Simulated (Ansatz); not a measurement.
# KBr: an energy map of one atom

This session takes KBr and sets out to map the energy of atom 1 (K) over a plane.

Computed with Ansatz 0.2.0 (DFT LDA, scalar-relativistic, plane waves, PAW, unless a step's input says otherwise).

### 1 The structure to begin with

It takes space group Pm-3m (No. 221, cubic). The conventional cell has a = 4.043 Å, b = 4.043 Å, c = 4.043 Å, α = 90.00°, β = 90.00°, γ = 90.00°. K (site symmetry m-3m) has 8 Br at 3.50 Å as nearest neighbours. Br (site symmetry m-3m) has 8 K at 3.50 Å as nearest neighbours.

Coordinates:

```cif
data_structure
_symmetry_space_group_name_H-M 'P 1'
_symmetry_Int_Tables_number 1
_cell_length_a 4.0435
_cell_length_b 4.0435
_cell_length_c 4.0435
_cell_angle_alpha 90.000
_cell_angle_beta 90.000
_cell_angle_gamma 90.000
_cell_volume 66.11
loop_
_atom_site_label
_atom_site_type_symbol
_atom_site_fract_x
_atom_site_fract_y
_atom_site_fract_z
_atom_site_occupancy
K1 K 0.00000 0.00000 0.00000 1
Br1 Br 0.50000 0.50000 0.50000 1
```

It goes back to an entry of the Materials Project, which need not be the stable form.

The cell is taken as given, not relaxed at this level.

### 2 The reference cell

The reference gives a free energy of -4193.4813 eV, pressure -2.64 GPa, largest force 0.000 eV/Å and gap on the mesh 3.47 eV. It was computed beforehand with the settings of the runs below.

### 3 Setting up an energy map of one atom

Atom 1 (K) is moved by p along (0.707, 0.707, 0.000) and q along (0.000, 0.000, 1.000) (Å), all else fixed; its images in the other cells move with it. Points alike by symmetry are run once.

### 4 p = -0.300, q = -0.300

Contents of input.yaml:

```yaml
crystal:
  lattice:
    - [4.043499, 0.0, 0.0]
    - [0.0, 4.043499, 0.0]
    - [0.0, 0.0, 4.043499]
  atoms:
    - { symbol: K, position: [-0.0524624921, -0.0524624921, -0.0741931678] }
    - { symbol: Br, position: [0.5, 0.5, 0.5] }
basis:
  ecutwfc: 420
kpoints:
  mp_grid: { grid: [6, 6, 6] }
hamiltonian:
  xc: lda
scf:
  occupations: { method: gaussian, width: 0.05 }
output:
  forces: true
  stress: true
  eigenvalues: true
```

### 5 At p = -0.300, q = 0.000

input.yaml, as its differences from that of step 4:

```diff
@@ -6,3 +6,3 @@
   atoms:
-    - { symbol: K, position: [-0.0524624921, -0.0524624921, -0.0741931678] }
+    - { symbol: K, position: [-0.0524624921, -0.0524624921, 0.0] }
     - { symbol: Br, position: [0.5, 0.5, 0.5] }
```

### 6 Point p = 0.000, q = -0.300

input.yaml, as its differences from that of step 5:

```diff
@@ -6,3 +6,3 @@
   atoms:
-    - { symbol: K, position: [-0.0524624921, -0.0524624921, 0.0] }
+    - { symbol: K, position: [0.0, 0.0, -0.0741931678] }
     - { symbol: Br, position: [0.5, 0.5, 0.5] }
```

### 7 p = -0.300, q = -0.150

input.yaml, as its differences from that of step 6:

```diff
@@ -6,3 +6,3 @@
   atoms:
-    - { symbol: K, position: [0.0, 0.0, -0.0741931678] }
+    - { symbol: K, position: [-0.0524624921, -0.0524624921, -0.0370965839] }
     - { symbol: Br, position: [0.5, 0.5, 0.5] }
```

### 8 At p = -0.150, q = -0.300

input.yaml, as its differences from that of step 7:

```diff
@@ -6,3 +6,3 @@
   atoms:
-    - { symbol: K, position: [-0.0524624921, -0.0524624921, -0.0370965839] }
+    - { symbol: K, position: [-0.0262312461, -0.0262312461, -0.0741931678] }
     - { symbol: Br, position: [0.5, 0.5, 0.5] }
```

### 9 At p = -0.150, q = 0.000

input.yaml, as its differences from that of step 8:

```diff
@@ -6,3 +6,3 @@
   atoms:
-    - { symbol: K, position: [-0.0262312461, -0.0262312461, -0.0741931678] }
+    - { symbol: K, position: [-0.0262312461, -0.0262312461, 0.0] }
     - { symbol: Br, position: [0.5, 0.5, 0.5] }
```

### 10 Point p = 0.000, q = -0.150

input.yaml, as its differences from that of step 9:

```diff
@@ -6,3 +6,3 @@
   atoms:
-    - { symbol: K, position: [-0.0262312461, -0.0262312461, 0.0] }
+    - { symbol: K, position: [0.0, 0.0, -0.0370965839] }
     - { symbol: Br, position: [0.5, 0.5, 0.5] }
```

### 11 p = -0.150, q = -0.150

input.yaml, as its differences from that of step 10:

```diff
@@ -6,3 +6,3 @@
   atoms:
-    - { symbol: K, position: [0.0, 0.0, -0.0370965839] }
+    - { symbol: K, position: [-0.0262312461, -0.0262312461, -0.0370965839] }
     - { symbol: Br, position: [0.5, 0.5, 0.5] }
```

(Steps that only read results are left out.)

Before running it: what results should come out? Wanted: highest point; lowest point away from the origin.

**Answer**, as computed:

| quantity | value |
| --- | --- |
| highest point | 0.038 eV/cell at (p, q) = (-0.300, -0.300) |
| lowest point away from the origin | 0.003 eV/cell at (0.000, -0.150) |

In words: The undisturbed cell is the lowest computed point. Read as harmonic, the points at ±0.150 Å give force constants of 0.29 eV/Å² along p and 0.28 eV/Å² along q, so the site is nearly isotropic in this plane. The gap on the mesh runs from 3.47 to 3.54 eV over the map.
